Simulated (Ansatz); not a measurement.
An Ansatz run on AlN built on the rocksalt prototype left the output below. The cell was relaxed with r2SCAN and then strained (epitaxial -4.0 % in the plane normal to [111], free normal strain +0.58 %), with the atoms relaxed again with r2SCAN; k points keep the names of the unstrained zone.

The cell given to it:
```xyz
2
Lattice="0.0617 1.9998 1.9998 1.9998 0.0617 1.9998 1.9998 1.9998 0.0617" Properties=species:S:1:pos:R:3 pbc="T T T"
Al    0.0000    0.0000    0.0000
N     2.0306    2.0306    2.0306
```

The log, with set-up remarks and timings taken out:
```
Pseudopotential: Al, paw, valence charge 3, recommended cutoff 500 eV (meta_gga)
Pseudopotential: N, paw, valence charge 5, recommended cutoff 500 eV (meta_gga)
Functional definition: r2SCAN
Crystal: 2 atoms, lattice volume = 15.255 Å³
Basis set: ecut = 500 eV, 381 PW (Γ)
Bands: 8, of which v1, the nominal top of the filled ones, is band 4 counted from 1 (3 counted from 0)
Symmetry: 12 space group operations
k-points: 282 of 1000 (irreducible under 2 space group operations, time reversal used)
SCF 1 converged in 8 iterations: F = -928.009560 eV  dr2 = 8.39e-11
SCF 1 converged in 3 iterations: F = -928.008588 eV  dr2 = 9.73e-9
Free energy (F): -928.009560 eV
Fermi energy:    12.469365 eV
--- Dielectric response (ions clamped): 3 representative field directions + reference, inside a basis on a mesh of 1000 k-points ---
  ε∞ (high-frequency dielectric tensor):
        4.588112     0.083186     0.083186
        0.083186     4.588112     0.083186
        0.083186     0.083186     4.588112
  Born effective charges Z* (e; rows j = field, columns β = displacement):
    site 0:
         2.91092    0.03076    0.03076
         0.03076    2.91092    0.03076
         0.03076    0.03076    2.91092
    site 1:
        -2.91092   -0.03076   -0.03076
        -0.03076   -2.91092   -0.03076
        -0.03076   -0.03076   -2.91092
  ε∞ is read to err by 1.1e-2, Z* by 1.1e-2 e
```

Task: Write the input file that gave this output.

Result:
```yaml
crystal:
  # lattice and atoms as above
kpoints:
  mp_grid: { grid: [10, 10, 10] }
hamiltonian:
  xc: r2scan
scf:
  occupations: { method: fixed }
dielectric: {}
```
A response with clamped ions alone is the dielectric block. Keys that aren't typed take their defaults; thresholds and the kind of smearing can't be read off these lines.

Run as `ansatz run input.yaml --threads 2 --pin off --max-ram 29491MiB --backend cpu --events-out ev --progress --plain --runs-dir out`. Wall time 17 s on 2 threads of AMD EPYC 7R13 Processor (Zen 3), on a shared host, load about 0.7 per core; peak host memory 0.76 GiB.

Simulation only: spin-unpolarised, and no claim that this is the phase found in nature.
